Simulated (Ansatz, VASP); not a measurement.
## NaH: VASP beside Ansatz

```
Na H
1.0
     0.00000    2.44000    2.44000
     2.44000    0.00000    2.44000
     2.44000    2.44000    0.00000
Na H
1 1
Direct
  0.00000 0.00000 0.00000
  0.50000 0.50000 0.50000
```

Alike in both runs: task single point; functional PBE; k mesh 6 × 6 × 6; occupations gaussian, width 0.1 eV; no spin polarisation.

```csv
,VASP,Ansatz
version,VASP 6.6.1,Ansatz 0.2.0
potentials or method,"VASP PAW PBE potentials, release 64 (Na_pv, H)","scalar-relativistic, plane waves, PAW"
plane-wave cutoff (eV),520,420
valence electrons in the cell,8,10
```

```csv
,VASP,Ansatz,Ansatz less VASP
gap on the k mesh at the Fermi level (eV),3.76,3.76,+0.002
least direct gap on the mesh (eV),4.55,4.56,+0.004
pressure (GPa),-0.7,-0.7,+0.03
```

The two sets of potentials don't hold the same shells in valence.

A k mesh can miss the band edges.
